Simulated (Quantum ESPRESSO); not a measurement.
InAs:

```xyz
2
Lattice="0.0000 3.0180 3.0180 3.0180 0.0000 3.0180 3.0180 3.0180 0.0000" Properties=species:S:1:pos:R:3 pbc="T T T"
In    0.0000    0.0000    0.0000
As    4.5270    4.5270    4.5270
```

Base run:

```yaml
Program: Quantum ESPRESSO 7.5
Functional: PBE
Potentials_or_basis: SG15 PBE 1.2
Cutoff: 952 eV
Density_cutoff: 3810 eV
k_mesh: 6 × 6 × 6
Occupations: fermi-dirac, width 0.05 eV
Spin: no spin polarisation
```

Its results: band gap on the k mesh none (metal or under the smearing width); pressure 4.5 GPa.

Question: The run is repeated on the same cell with these changes: k mesh from 6 × 6 × 6 to 4 × 4 × 4. What comes out?

Answer: Band gap on the k mesh none (metal or under the smearing width); pressure 5.0 GPa.

Caveats: some runs use coarse meshes; this crystal is a semiconductor, whose small gap the functional closes, so the metal is an error of the method.

Not every run made on this cell is shown here.
